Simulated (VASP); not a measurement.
## SiC: single point with PBE

SiC:

```
CELL_PARAMETERS angstrom
3.07600 0.00000 0.00000
-1.53800 2.66389 0.00000
0.00000 0.00000 5.04800
ATOMIC_POSITIONS crystal
Si 0.33333 0.66667 0.00000
Si 0.66667 0.33333 0.50000
C 0.33333 0.66667 0.38500
C 0.66667 0.33333 0.88500
```

```
Program             : VASP 6.6.1
Task                : single point
Functional          : PBE
Potentials or basis : VASP PAW PBE potentials, release 64 (Si, C)
Cutoff              : 520 eV
k mesh              : 9 × 9 × 6
Occupations         : gaussian, width 0.02 eV
Spin                : no spin polarisation
```

* Pressure: 3.6 GPa
* Largest force: 0.752 eV/Å
* Band gap on the k mesh: 2.32 eV, indirect (least direct gap 4.11 eV)

Forces on the atoms (eV/Å):
```
Si   0.000  0.000  0.752
Si   0.000  0.000  0.752
C    0.000  0.000 -0.752
C    0.000  0.000 -0.752
```

Stress tensor (GPa, compression positive):
```
5.25 0.00 0.00
0.00 5.25 0.00
0.00 0.00 0.41
```

Levels at points of the mesh, in eV from the valence-band top:
```tsv
k point	band 5	band 6	band 7	band 8	band 9	band 10	band 11	band 12
(0.00, 0.00, 0.00)	-1.56	-0.28	-0.28	0.00	4.62	6.03	6.51	6.51
(0.00, 0.00, 0.50)	-0.97	-0.97	-0.97	-0.97	5.71	5.71	7.17	7.17
```

Wall time 17 s on 1 thread of Intel(R) Xeon(R) Platinum 8488C (Sapphire Rapids), with other jobs on the host, peak memory 0.16 GiB.

Caveat: an odd mesh through Γ misses points on the zone boundary, where band edges often lie.
